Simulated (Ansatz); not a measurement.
Trial structure of SiGe2, not yet relaxed:

```
CELL_PARAMETERS angstrom
3.70090 0.00000 0.00000
-1.85045 3.20507 0.00000
0.00000 0.00000 9.06531
ATOMIC_POSITIONS crystal
Si 0.33333 0.66667 0.79167
Si 0.66667 0.33333 0.20833
Ge 0.66667 0.33333 0.45833
Ge 0.00000 0.00000 0.12500
Ge 0.33333 0.66667 0.54167
Ge 0.00000 0.00000 0.87500
```

Computed with DFT PBE, scalar-relativistic, plane waves, PAW in Ansatz 0.2.0. Settings: cutoff 420 eV, Γ-centred mesh 6×6×2 on the computed 6-atom cell, Gaussian smearing of 0.10 eV; no spin polarisation.

Formation energies are uncorrected and refer to the elements' standard structures at the same level.

Question: How far from equilibrium is it?

Answer: The pressure is 26.9 GPa (the mean over three directions, positive in compression), the largest force is 0.74 eV/Å, and the energy is +0.35 eV/atom against the elements. The shortest distance is 2.27 Å.

Question: Is it a good guess?

Answer: A rough one: relaxing gains about 0.33 eV/atom in 11 ionic steps and ends at +0.018 eV/atom on the finer mesh. The symmetry stays P-3m1 (No. 164). The volume per atom grows by 25.8 %, from 17.9 to 22.6 Å³. The shortest distance goes from 2.27 Å (Si–Ge and Ge–Ge) to 2.42 Å (Si–Ge). Conventional cell: a = 3.996 Å, c = 9.787 Å. Si has 4 Ge at 2.42–2.44 Å; around Ge on its first site lie 1 Si at 2.42 Å and 3 Ge at 2.46 Å; Ge on its second site is surrounded by 3 Si at 2.44 Å and 1 Ge at 2.50 Å.

The last run used a 12×12×4 mesh (in the run's order of axes) for its 6-atom cell and Gaussian smearing of 0.02 eV. The relaxation can't lower the symmetry of the start, and the grade says only how near the guess is to its own end. A structure relaxed within its symmetry needn't be a true minimum.
